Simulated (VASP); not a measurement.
Al:

```xyz
1
Lattice="0.0000 2.0248 2.0248 2.0248 0.0000 2.0248 2.0248 2.0248 0.0000" Properties=species:S:1:pos:R:3 pbc="T T T"
Al    0.0000    0.0000    0.0000
```

Base run:

| Property | Result |
| --- | --- |
| Program | VASP 6.6.1 |
| Functional | revPBE |
| Potentials or basis | VASP PAW PBE potentials, release 64 (Al) |
| Cutoff | 520 eV |
| k mesh | 11 × 11 × 11 |
| Occupations | fermi-dirac, width 0.05 eV |
| Spin | no spin polarisation |

Its results: pressure 0.5 GPa.

**Question.** After a change of settings the same cell gave: pressure -3.6 GPa. Which change was it?
A. functional from revPBE to r2SCAN
B. functional from revPBE to SCAN
C. functional from revPBE to PBEsol
D. functional from revPBE to PW91

**Answer.** A.

Caveats: the PAW data sets were made with another functional, which shifts forces and pressure a little.
